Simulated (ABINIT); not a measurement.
**BaTiO3 in ABINIT: convergence with k mesh**

Crystal: BaTiO3.

```xyz
5
Lattice="2.8274 1.6324 2.3184 -2.8274 1.6324 2.3184 0.0000 -3.2648 2.3184" Properties=species:S:1:pos:R:3 pbc="T T T"
Ba    0.0000    0.0000    0.0000
Ti    0.0000    0.0000    3.3698
O     1.3885   -0.8017    2.3988
O    -1.3885   -0.8017    2.3988
O     0.0000    1.6033    2.3988
```

* Program: ABINIT 10.8.3 (patched build)
* Task: single point
* Functional: LDA
* Potentials or basis: JTH PAW LDA v2.0
* Cutoff: 626 eV
* k mesh: 1 × 1 × 1
* Occupations: fermi-dirac, width 0.1 eV
* Spin: no spin polarisation

These are the settings of the first run; the series varies k mesh, with any setting tied to it.

Hardware: Arm Neoverse V2, with other jobs on the host.

Question: The values tried are 1 × 1 × 1, 2 × 2 × 2, 3 × 3 × 3, 4 × 4 × 4, 5 × 5 × 5, 6 × 6 × 6, 7 × 7 × 7, 9 × 9 × 9, 10 × 10 × 10, loosest first. From which on does the energy stay within 1 meV/atom of the tightest run that finished?

Answer: From 4 × 4 × 4 on.

```csv
k mesh,"energy less the tightest run, at zero smearing (meV/atom)",pressure (GPa),largest force (eV/Å),gap on the mesh (eV),SCF cycles,CPU time (s)
1 × 1 × 1,2848.45,37.64,23.101,1.799,16,3.3
2 × 2 × 2,92.03,-3.18,2.227,2.206,15,14
3 × 3 × 3,7.69,-4.70,0.387,2.596,13,25
4 × 4 × 4,0.57,-4.80,0.155,2.314,14,44
5 × 5 × 5,-0.03,-4.81,0.152,2.431,14,53
6 × 6 × 6,-0.02,-4.80,0.151,2.315,14,79
7 × 7 × 7,0.00,-4.80,0.151,2.375,14,110
9 × 9 × 9,0.00,-4.80,0.151,2.352,15,210
10 × 10 × 10,0.00,-4.80,0.151,2.315,14,250
```

Against the tightest run, the pressure stays within 0.1 GPa from 4 × 4 × 4 on; the largest force stays within 0.005 eV/Å from 4 × 4 × 4 on. Not settled before the last step: the gap on the mesh (to 0.01 eV). Meshes of other sizes hit other points, so gaps and Fermi surfaces needn't settle smoothly. The tightest run that finished is the yardstick and may itself not be fully converged.

Caveat, for the tightest run too: this set's barium file shifts pressures by 1.5 GPa and gaps by 0.1 eV against other sets; spin-orbit coupling is left out, which moves the levels of the heavy elements; the atomic spheres overlap.
